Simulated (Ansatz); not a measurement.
Crystal: BN.

```
CELL_PARAMETERS angstrom
0.00000 1.81300 1.81300
1.81300 0.00000 1.81300
1.81300 1.81300 0.00000
ATOMIC_POSITIONS crystal
N 0.25000 0.25000 0.25000
B 0.00000 0.00000 0.00000
```

The cell is a database's computed one.

Program: Ansatz 0.2.0. Alike in all runs: potentials or basis Ansatz PAW; no spin polarisation; cell as given; cutoff (eV) 420. Hardware: 2 threads of Intel(R) Xeon(R) Processor @ 2.70GHz, with other jobs on the host.

Order these runs on this cell by their wall time, lowest first.
A. task Born charges and dielectric tensor; level B3LYP+D3(BJ); k mesh 7 × 7 × 7; smearing fixed; mesh quality coarse
B. task Born charges and dielectric tensor; level LDA; k mesh 13 × 13 × 13; smearing fixed; mesh quality not flagged
C. task band structure; level revPBE; k mesh 13 × 13 × 13; smearing fermi-dirac 0.05 eV; points for each segment of the path 14; mesh quality not flagged
D. task band structure; level HSE06; k mesh 7 × 7 × 7; smearing fermi-dirac 0.05 eV; points for each segment of the path 4; mesh quality coarse

C (1.9 s), B (7.5 s), A (25 s), D (97 s).

Caveats: some runs use coarse meshes.

Runs at the PBE level aren't shown here.
